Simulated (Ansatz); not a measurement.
# LiH (Fm-3m): G0W0 and the choice of datasets

```xyz
2
Lattice="0.0000 2.0420 2.0420 2.0420 0.0000 2.0420 2.0420 2.0420 0.0000" Properties=species:S:1:pos:R:3 pbc="T T T"
Li    0.0000    0.0000    0.0000
H     2.0420    2.0420    2.0420
```

Held fixed (Ansatz):

- orbitals: PBE
- k mesh: 4×4×4
- empty bands: 110
- response cutoff: 200 eV
- frequencies: plasmon pole, fitted at 0 and 12.73i eV
- q → 0 term: analytic weight of Carrier, Rohra and Görling
- band sums: cut at the band count

The gap is read direct at k = (0, -0.5, -0.5), linearised, between the Kohn-Sham band edges among the points solved. ε∞ is the electronic dielectric constant on this mesh.

| datasets, wave cutoff | KS gap (eV) | G0W0 gap (eV) | ε∞ |
| --- | --- | --- | --- |
| all-electron, 2310 eV | 3.01 | 4.76 | 5.1 |
| hard PAW, 700 eV | 3.01 | 4.76 | 5.1 |
| hand-made PAW, accurate, 1000 eV | 3.01 | 4.76 | 5.1 |
| hand-made PAW, 800 eV | 3.01 | ? | ? |
| JTH PAW, 700 eV | 3.00 | 4.75 | 5.1 |
| soft PAW (1st gen.), 420 eV | 3.01 | 4.77 | 5.1 |
| norm-conserving, 1034 eV | 3.01 | 4.77 | 5.1 |

Q: Fill in the row for hand-made PAW, 800 eV.

A: G0W0 gap 4.76 eV, ε∞ 5.1.

The cell is a model at fixed atoms and needn't be the relaxed known crystal. Soft PAW datasets can miss an all-electron G0W0 gap by more than 5 %. Points k are given in fractions of the reciprocal vectors. The mesh is coarse, so these are values at the stated settings, not converged ones. Band sums or response are cut, so the gap isn't at its basis limit. The gap is read on the mesh, and the crystal's band edges can lie off it. Meshes this coarse can overestimate the dielectric constant by a tenth and more.
